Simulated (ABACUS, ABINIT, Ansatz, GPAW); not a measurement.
**Cost and result for the equilibrium volume of Cu**

**What was measured.** The equilibrium volume of Cu (Copper) (Fm-3m) is reported as 11.81 Å³/atom at 298 K (pmc:10490242, doi:10.3390/nano13172448). The runs below try to reproduce it.

```
Cu
1.0
     0.00000    1.80750    1.80750
     1.80750    0.00000    1.80750
     1.80750    1.80750    0.00000
Cu
1
Direct
  0.00000 0.00000 0.00000
```

| rung | level | program and potentials | cutoff (eV) | k mesh | smearing | task | core time | chip | equilibrium volume (Å³/atom) | miss | notes |
| --- | --- | --- | --- | --- | --- | --- | --- | --- | --- | --- | --- |
| GGA + dispersion | PBE+D4 | Ansatz, all-electron LAPW, scalar-relativistic | - | 13 × 13 × 13 | fermi-dirac 0.05 | relaxation of cell and atoms | 18 s | Arm Neoverse V2 | 11.40 | -3.5 % | - |
| GGA | revPBE | Ansatz, all-electron LAPW, scalar-relativistic | - | 13 × 13 × 13 | fermi-dirac 0.05 | relaxation of cell and atoms | 18 s | Arm Neoverse V2 | 12.25 | +3.7 % | - |
| GGA + dispersion | PBEsol+D3(BJ) | Ansatz, all-electron LAPW, scalar-relativistic | - | 13 × 13 × 13 | fermi-dirac 0.05 | relaxation of cell and atoms | 20 s | Arm Neoverse V2 | 10.81 | -8.5 % | - |
| GGA | revPBE | ABACUS, PseudoDojo NC SR 0.5 PBE stringent, plane waves | 1429 | 10 × 10 × 10 | fermi-dirac 0.05 | equation of state | 39 s | Intel Xeon Gold 6455B Sapphire Rapids | 12.29 | +4.1 % | potentials made for PBE; fit through 4 volumes |
| GGA | RPBE | ABACUS, Ansatz NC PBE, plane waves | 1252 | 10 × 10 × 10 | fermi-dirac 0.05 | relaxation of cell and atoms | 40 s | AMD EPYC 9R14 Zen 4 | 12.45 | +5.4 % | potentials made for PBE |
| non-local van der Waals functional | C09-vdW | GPAW, GPAW PAW data sets (gpaw-data 1.2.1) | 600 | 13 × 13 × 13 | fermi-dirac 0.05 | equation of state | 65 s | Arm Neoverse V1 | 11.85 | +0.3 % | potentials made for PBE |
| GGA + U (3 eV) | PBE+U (Cu d U = 3 eV) | GPAW, GPAW PAW data sets (gpaw-data 1.2.1) | 600 | 13 × 13 × 13 | fermi-dirac 0.05 | equation of state | 67 s | Arm Neoverse V1 | 12.16 | +3.0 % | - |
| GGA + dispersion | PW91+D3(BJ) | GPAW, PAW data sets generated for this functional | 600 | 13 × 13 × 13 | fermi-dirac 0.05 | equation of state | 73 s | Arm Neoverse V1 | 11.63 | -1.5 % | - |
| GGA | PBE | GPAW, PAW data sets generated for this functional | 600 | 13 × 13 × 13 | fermi-dirac 0.05 | equation of state | 73 s | Arm Neoverse V1 | 12.08 | +2.3 % | - |
| GGA | PBE | ABINIT, SG15 NC PBE v1.2 | 1252 | 10 × 10 × 10 | fermi-dirac 0.05 | relaxation of cell and atoms | 77 s | Arm Neoverse V2 | 12.00 | +1.6 % | - |
| GGA | SOGGA | GPAW, PAW data sets generated for this functional | 600 | 13 × 13 × 13 | fermi-dirac 0.05 | equation of state | 79 s | Arm Neoverse V1 | 11.44 | -3.1 % | - |
| GGA + dispersion | RPBE+D4 | GPAW, the program's PAW data sets (release 1.2.1) made for this functional | 600 | 13 × 13 × 13 | fermi-dirac 0.05 | equation of state | 80 s | Arm Neoverse V1 | 11.36 | -3.8 % | - |

Times are single runs on shared hosts and different chips, so they are rough; meshes, cutoffs and the tasks' sizes weigh on the time. All rows: no spin polarisation. Smearing widths are in eV. For a metal such meshes aren't converged. Meshes differ between rows, which moves values too. Meshes are those of the run's cell of 1 atom unless a note names another. Relaxations start from the cell shown or near it and stop with a little pressure left. Misses use the values as printed. Runs on faulty files, with rough fits or with known faults for this quantity aren't shown. No row holds spin-orbit coupling.

By rung: GGA + dispersion 10.81 to 11.63; GGA 11.44 to 12.45; GGA + U (3 eV) 12.16; non-local van der Waals functional 11.85 (Å³/atom). Measured: 11.81 Å³/atom at 298 K (pmc:10490242, doi:10.3390/nano13172448). Closest is C09-vdW (+0.3 %), and PBE misses by +1.6 % to +2.3 % on plain settings. The runs are for a static lattice, while measurements hold temperature and zero-point motion.

The plain GGAs expand from SOGGA through PBE to revPBE and RPBE, following how strongly their exchange rewards density gradients. Stronger enhancement favours the inhomogeneous density of separated atoms and so weakens the metallic bond. Every dispersion-corrected row instead falls below the measured volume. Atom-pairwise attraction probably overbinds here because conduction electrons screen the fluctuations it describes, and because the semilocal functional already accounts for much of the short-range cohesion. PBEsol+D3(BJ) contracts most, as expected when that attraction is added to a functional already biased towards compact solids.

Adding U to PBE changes little: the volume rises from 12.08 to 12.16 Å³/atom within GPAW, no more than the two PBE runs differ from each other. This fits a nearly full d shell lying below the Fermi level, with much of the bonding carried by s–p electrons. The close match of C09-vdW may reflect a balance between its exchange and non-local correlation, and a single volume can't establish that it describes copper's cohesion or stiffness equally well.
